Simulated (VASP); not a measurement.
# BeTe: band structure with MS2

The system is BeTe.

```
Te Be
1.0
     0.00000    2.77000    2.77000
     2.77000    0.00000    2.77000
     2.77000    2.77000    0.00000
Te Be
1 1
Direct
  0.75000 0.75000 0.75000
  0.00000 0.00000 0.00000
```

* Program: VASP 6.6.1
* Task: band structure
* Functional: MS2
* Potentials or basis: VASP PAW PBE potentials, release 64 (Te, Be)
* Cutoff: 520 eV
* k mesh: 8 × 8 × 8
* Occupations: fermi-dirac, width 0.05 eV
* Spin: no spin polarisation
* Further INCAR settings: ALGO = Normal; EDIFF = 1e-07

* Pressure: 3.0 GPa
* Band gap on the k mesh: 2.18 eV, indirect (least direct gap 4.03 eV)
* Band gap along the path: 2.18 eV, indirect (least direct gap 4.03 eV)

Levels at the corners of the path, in eV from the valence-band top:
| point | band 2 | band 3 | band 4 | band 5 | band 6 | band 7 |
| --- | --- | --- | --- | --- | --- | --- |
| Γ | 0.00 | 0.00 | 0.00 | 4.03 | 4.03 | 4.03 |
| X | -5.46 | -2.81 | -2.81 | 2.18 | 2.83 | 10.83 |
| X | -5.46 | -2.81 | -2.81 | 2.18 | 2.83 | 10.83 |
| W | -4.89 | -3.94 | -3.42 | 5.53 | 5.73 | 6.32 |
| W | -4.89 | -3.94 | -3.42 | 5.53 | 5.73 | 6.32 |
| K | -5.08 | -4.14 | -2.37 | 2.93 | 5.63 | 8.72 |
| K | -5.08 | -4.14 | -2.37 | 2.93 | 5.63 | 8.72 |
| Γ | 0.00 | 0.00 | 0.00 | 4.03 | 4.03 | 4.03 |
| Γ | 0.00 | 0.00 | 0.00 | 4.03 | 4.03 | 4.03 |
| L | -5.91 | -1.20 | -1.20 | 3.67 | 5.01 | 5.01 |
| L | -5.91 | -1.20 | -1.20 | 3.67 | 5.01 | 5.01 |
| U | -5.08 | -4.14 | -2.37 | 2.93 | 5.63 | 8.72 |
| U | -5.08 | -4.14 | -2.37 | 2.93 | 5.63 | 8.72 |
| W | -4.89 | -3.94 | -3.42 | 5.53 | 5.73 | 6.32 |
| W | -4.89 | -3.94 | -3.42 | 5.53 | 5.73 | 6.32 |
| L | -5.91 | -1.20 | -1.20 | 3.67 | 5.01 | 5.01 |
| L | -5.91 | -1.20 | -1.20 | 3.67 | 5.01 | 5.01 |
| K | -5.08 | -4.14 | -2.37 | 2.93 | 5.63 | 8.72 |
| U | -5.08 | -4.14 | -2.37 | 2.93 | 5.63 | 8.72 |
| X | -5.46 | -2.81 | -2.81 | 2.18 | 2.83 | 10.83 |

It took 2.4 min on 1 thread of Intel(R) Xeon(R) Platinum 8259CL CPU @ 2.50GHz (Skylake/Cascade Lake) (shared host), peak memory 0.17 GiB.

Caveat: the PAW data sets were made with another functional, which shifts forces and pressure a little; spin-orbit coupling is left out, which moves the levels of the heavy elements.
